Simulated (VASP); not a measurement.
# KF: single point with PBE

Crystal: KF.

```xyz
2
Lattice="0.0000 2.7105 2.7105 2.7105 0.0000 2.7105 2.7105 2.7105 0.0000" Properties=species:S:1:pos:R:3 pbc="T T T"
K     0.0000    0.0000    0.0000
F     2.7105    2.7105    2.7105
```

| Property | Result |
| --- | --- |
| Program | VASP 6.6.1 |
| Task | single point |
| Functional | PBE |
| Potentials or basis | VASP PAW PBE potentials, release 64 (K_sv, F) |
| Cutoff | 520 eV |
| k mesh | 8 × 8 × 8 |
| Occupations | gaussian, width 0.02 eV |
| Spin | no spin polarisation |

```yaml
Pressure: 0.0 GPa
Band_gap_on_the_k_mesh: 5.95 eV, direct
```

Levels at points of the mesh, in eV from the valence-band top:
```csv
k point,band 4,band 5,band 6,band 7,band 8,band 9,band 10,band 11,band 12,band 13
"(0.00, 0.00, 0.00)",-9.54,-9.54,0.00,0.00,0.00,5.95,10.56,10.56,10.56,12.17
"(0.50, 0.00, 0.00)",-9.57,-9.57,-0.75,-0.31,-0.31,8.89,10.29,11.87,11.87,14.02
"(0.50, 0.50, 0.00)",-9.72,-9.72,-0.23,-0.07,-0.07,8.16,10.06,11.47,13.38,13.96
```

It took 19 s on 1 thread of AMD EPYC 7R13 Processor (Zen 3), with other jobs on the host, peak memory 0.14 GiB.

A k mesh can miss the band edges. A hybrid or GW would open this gap; PBE tends to underestimate it.
